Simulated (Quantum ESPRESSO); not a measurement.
Runs of Quantum ESPRESSO 7.5 on BN. It takes space group P6_3mc (No. 186, hexagonal). The conventional cell has a = 2.554 Å, b = 2.554 Å, c = 4.227 Å, α = 90.00°, β = 90.00°, γ = 120.00°. N (site symmetry 3m) has 4 B at 1.57 to 1.58 Å as nearest neighbours. Around B (site symmetry 3m) lie 4 N at 1.57 to 1.58 Å. Measurements of this composition are mostly on another form, of space group No. 194.

| task | level | potentials or basis | k mesh | cutoff (eV) | symmetry | SCF threshold | form of the LDA correlation | mesh quality | gap on the mesh (eV) | pressure (GPa) | V0 of scaled cells (Å³/atom) | B0 (GPa) | largest force (eV/Å) |
| --- | --- | --- | --- | --- | --- | --- | --- | --- | --- | --- | --- | --- | --- |
| equation of state | r2SCAN | SG15 PBE 1.2 | 9 × 9 × 4 | 1197 | off | 1e-08 Ry | - | coarse | - | - | 5.89 | 384 | - |
| band structure | r2SCAN | SG15 PBE 1.2 | 9 × 9 × 4 | 1197 | off | 1e-08 Ry | - | not flagged | 5.78 | -5.0 | - | - | 0.03 |
| equation of state | LDA | GBRV 1.5 LDA | 12 × 12 × 6 | 612 | - | 8e-10 Ry | PZ81 | not flagged | - | - | (c) | (b) | - |
| band structure | LDA | GBRV 1.5 LDA | 12 × 12 × 6 | 612 | - | 8e-10 Ry | PZ81 | not flagged | (a) | -12.5 | - | - | 0.02 |
| band structure | PBEsol | GBRV 1.5 PBEsol | 12 × 12 × 6 | 612 | - | 8e-10 Ry | - | not flagged | 4.97 | -5.4 | - | - | 0.01 |

Alike in all rows: no spin polarisation; cell as given; smearing fermi-dirac 0.05 eV.

Problem. Fill in the values left out.

Solution. (a) 4.96; (b) 400; (c) 5.78.

Caveats: some runs use coarse meshes; the potentials were made for another functional, which shifts forces and pressure (some runs); the cell was scaled at fixed shape and fractional positions, which overstates the stiffness of a crystal with free parameters, most of all of layers and chains (some runs).

